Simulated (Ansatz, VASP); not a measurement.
# Two plane-wave programs on Ti

File INCAR:

```
PREC = Accurate ; ENCUT = 520
EDIFF = 1E-6 ; ISMEAR = -1
SIGMA = 0.1 ; LREAL = F
LASPH = T ; NELM = 100
ALGO = Normal ; ISIF = 2
LWAVE = F ; LCHARG = F
GGA = RP ; NBANDS = 12
```

File KPOINTS:

```
regular mesh
0
Gamma
  13 13 13
```

Contents of POSCAR:

```
Ti
1.0
    2.7808301931      0.0000000000      0.0000000000
    0.0000000000      2.7808301931      0.0000000000
    0.0000000000      0.0000000000      2.7808301931
Ti
1
Direct
    0.0000000000      0.0000000000      0.0000000000
```

Input for Ansatz:

```yaml
crystal:
  lattice:
    - [2.7808301931, 0.0, 0.0]
    - [0.0, 2.7808301931, 0.0]
    - [0.0, 0.0, 2.7808301931]
  atoms:
    - { symbol: Ti, position: [0.0, 0.0, 0.0] }
hamiltonian:
  xc: rpbe
  pseudopotentials:
    kind: paw
    azcp:
      Ti: "pseudopotentials/Ti.paw.azcp"
basis:
  ecutwfc: 420
  fft_grid_basis: typed
kpoints:
  mp_grid: { grid: [13, 13, 13], shift: [0, 0, 0] }
magnetization:
  spin_polarized: false
scf:
  occupations: { method: fermi_dirac, width: 0.1 }
  lower_state_search: "off"
output:
  stress: true
```

Alike in both runs: task single point; functional RPBE; k mesh 13 × 13 × 13; occupations fermi-dirac, width 0.1 eV; no spin polarisation.

|  | VASP | Ansatz |
| --- | --- | --- |
| version | VASP 6.6.1 | Ansatz 0.2.0 |
| potentials or method | VASP PAW PBE potentials, release 64 (Ti_sv) | plane waves (420 eV) with PAW, scalar-relativistic |
| plane-wave cutoff (eV) | 520 | 420 |
| valence electrons in the cell | 12 | 12 |

|  | VASP | Ansatz | Ansatz less VASP |
| --- | --- | --- | --- |
| pressure (GPa) | -6.9 | -6.8 | +0.08 |

Caveats: the PAW data sets were made with another functional, which shifts forces and pressure a little (VASP).
